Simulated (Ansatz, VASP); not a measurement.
**One calculation of CdS, two programs**

Contents of INCAR:

```
PREC = Accurate
ENCUT = 520
EDIFF = 1E-6
ISMEAR = 0
SIGMA = 0.03
LREAL = False
LASPH = True
NELM = 80
ALGO = Normal
ISIF = 2
LWAVE = False
LCHARG = False
GGA = PE
NBANDS = 16
```

KPOINTS

```
Automatic mesh
0
Gamma
  10 10 10
```

POSCAR

```
CdS
1.0
    0.0000000000      2.6844129000      2.8909062000
    2.6844129000      0.0000000000      2.8909062000
    2.6844129000      2.6844129000      0.0000000000
Cd S
1 1
Direct
    0.0000000000      0.0000000000      0.0000000000
    0.5000000000      0.5000000000      0.5000000000
```

Input for Ansatz:

```yaml
crystal:
  lattice:
    - [0.0, 2.6844129, 2.8909062]
    - [2.6844129, 0.0, 2.8909062]
    - [2.6844129, 2.6844129, 0.0]
  atoms:
    - { symbol: Cd, position: [0.0, 0.0, 0.0] }
    - { symbol: S, position: [0.5, 0.5, 0.5] }
basis:
  ecutwfc: 420
kpoints:
  mp_grid: { grid: [10, 10, 10] }
hamiltonian:
  xc: pbe
scf:
  occupations: { method: gaussian, width: 0.03 }
output:
  forces: true
  stress: true
  eigenvalues: true
```

Change from the starting cell: strain -0.025 along x and y, +0.050 along z, atoms carried along.

Alike in both runs: task single point; functional PBE; k mesh 10 × 10 × 10; occupations gaussian, width 0.03 eV; no spin polarisation.

```csv
,VASP,Ansatz
version,VASP 6.6.1,Ansatz 0.2.0
potentials or method,"VASP PAW PBE potentials, release 64 (Cd, S)","scalar-relativistic, plane waves, PAW"
plane-wave cutoff (eV),520,420
valence electrons in the cell,18,26
```

|  | VASP | Ansatz | Ansatz less VASP |
| --- | --- | --- | --- |
| gap on the k mesh at the Fermi level (eV) | none | none | - |
| pressure (GPa) | 0.8 | 0.4 | -0.38 |
| largest component of the traceless stress (GPa) | 3.25 | 3.10 | -0.149 |

A gap of «none» marks a metal or a gap that the smearing closes. The two sets of potentials don't hold the same shells in valence.
